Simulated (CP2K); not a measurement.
Crystal: CoO.

```
CELL_PARAMETERS angstrom
2.57053 0.00000 0.00000
0.00000 2.57053 0.00000
0.00000 0.00000 2.57053
ATOMIC_POSITIONS crystal
Co 0.00000 0.00000 0.00000
O 0.50000 0.50000 0.50000
```

Measurements of this composition are mostly on another form, of space group No. 225.

Base run:

```yaml
Program: CP2K 2026.2
Functional: PBE
Potentials_or_basis: POTENTIAL_UZH Co GTH-PBE-q17, O GTH-PBE-q6; TZVP-MOLOPT-PBE-GTH basis
Density_cutoff: 11565 eV
k_mesh: 10 × 10 × 10
Occupations: fermi-dirac, width 0.01 eV
Spin: collinear spin, ferromagnetic start
Starting_moments: "[3.0, 0.0] μB"
```

Its results: pressure 12.9 GPa; site moments Co +2.59; O +0.41 μB.

Q: The run is repeated on the same cell with these changes: functional from PBE to PBEsol; occupations from fermi-dirac, width 0.01 eV to fermi-dirac, width 0.05 eV. What comes out?

A: Pressure 2.1 GPa; site moments Co +2.57; O +0.43 μB.

Caveats: the basis of atomic orbitals isn't converged, which shifts pressures, moduli and gaps; the total moment is fixed, so each spin has its own Fermi level; a cell with one magnetic atom can't hold antiferromagnetic order, which such compounds often take; the potentials were made for another functional, which shifts forces and pressure (some runs).
